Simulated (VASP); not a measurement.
Here is a VASP 6.6.1 calculation.

The input INCAR:

```
PREC = Accurate
ENCUT = 520
EDIFF = 1E-6
ISMEAR = 0
SIGMA = 0.02
LREAL = F
LASPH = T
NELM = 100
ALGO = Fast
ISIF = 2
LWAVE = F
LCHARG = F
NBANDS = 16
```

The input KPOINTS:

```
regular mesh
0
Gamma
  6 4 6
```

POSCAR

```
MgS
1.0
    3.8194131438      0.0000000000      0.0000000000
    0.0000000000      5.4014658538      0.0000000000
    0.0000000000      0.0000000000      4.1015299743
Mg S
2 2
Direct
    0.0000000000     -0.0080881402      0.0000000000
    0.5000000000      0.4919118598      0.5000000000
    0.5000000000      0.2580881402      0.0000000000
    0.0000000000      0.7580881402      0.5000000000
```

Potentials or basis: VASP PAW LDA potentials, release 64 (Mg, S).

The run is started by

```sh
$ cat potpaw_LDA.64/Mg/POTCAR potpaw_LDA.64/S/POTCAR > POTCAR
$ mpirun -np 1 vasp_std > vasp.out
```

Problem. Estimate the band gap on the k mesh.

Solution. 3.22 eV.

Problem. Predict the pressure.

Solution. 1.6 GPa.

Stress tensor (GPa, compression positive):
```
 3.43  0.00  0.00
 0.00  1.84  0.00
 0.00  0.00 -0.32
```

A k mesh can miss the band edges. LDA gaps usually lie below the measured ones, often by a third to a half.
